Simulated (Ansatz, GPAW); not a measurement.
Given: the input of a run of GPAW 26.7.0 (ASE script) on Si2Mo. 

The input run.py:

```python
from ase.dft.bandgap import bandgap
from ase.io import read, write
from ase.units import GPa
from gpaw import GPAW, PW

atoms = read('POSCAR')

calc = GPAW(mode=PW(600),
            xc='PBE',
            kpts={'size': (12, 12, 12), 'gamma': True},
            occupations={'name': 'methfessel-paxton', 'order': 0, 'width': 0.016},
            nbands=23,
            convergence={'density': 1e-05, 'energy': 1e-05},
            maxiter=150,
            txt='gpaw.txt')
atoms.calc = calc
energy = atoms.get_potential_energy()
forces = atoms.get_forces()
stress = atoms.get_stress()
calc.write('gs.gpw')
write('result.traj', atoms)
print(f'Energy: {energy:.6f} eV')
print('Forces (eV/A):')
print(forces.round(4))
print('Stress (GPa):', (stress / GPa).round(3))
print('Fermi level:', round(calc.get_fermi_level(), 4), 'eV')
print(f'Gap: {bandgap(calc)[0]:.4f} eV, direct: {bandgap(calc, direct=True)[0]:.4f} eV')
```

POSCAR

```
Si2Mo
1.0
   -1.6000000000      1.6000000000      3.9305000000
    1.6000000000     -1.6000000000      3.9305000000
    1.6000000000      1.6000000000     -3.9305000000
Mo Si
1 2
Direct
    0.0000000000      0.0000000000      0.0000000000
    0.6670000000      0.6670000000      0.0000000000
    0.3330000000      0.3330000000      0.0000000000
```

Potentials or basis: GPAW PAW data sets (gpaw-data 1.2.1), pw.

Run with:

```console
$ OMP_NUM_THREADS=1 python run.py
```

Question: Translate it to Ansatz 0.2.0. Potentials or basis there: Ansatz PAW, cutoff 420 eV.

Answer: As run (cutoffs and basis follow the program's own potentials, and thresholds, step limits or extra output files can differ):

input.yaml

```yaml
crystal:
  lattice:
    - [-1.6, 1.6, 3.9305]
    - [1.6, -1.6, 3.9305]
    - [1.6, 1.6, -3.9305]
  atoms:
    - { symbol: Mo, position: [0.0, 0.0, 0.0] }
    - { symbol: Si, position: [0.667, 0.667, 0.0] }
    - { symbol: Si, position: [0.333, 0.333, 0.0] }
hamiltonian:
  xc: pbe
  pseudopotentials: { kind: paw }
kpoints:
  mp_grid: { grid: [12, 12, 12] }
scf:
  occupations: { method: gaussian, width: 0.016 }
output:
  forces: true
  stress: true
  eigenvalues: true
  write_density: true
  write_potential: true
  elf: true
  volumetric_format: npy
```

Potentials or basis: Ansatz PAW.

Command:

```bash
$ ansatz run input.yaml --threads 2 --pin off --max-ram 5632MiB --backend cpu --events-out ev --progress --plain --runs-dir out
```

Both were run:

|  | GPAW | Ansatz |
| --- | --- | --- |
| Pressure | 2.8 GPa | 2.2 GPa |
| Largest force | 0.263 eV/Å | 0.276 eV/Å |

Ansatz's pressure holds a Pulay term of +0.04 GPa for its cutoff of 420 eV, which the other run lacks.

Where Ansatz's input types no cutoff or centring, it takes its own default and a Γ-centred mesh.

Pressure is positive in compression.
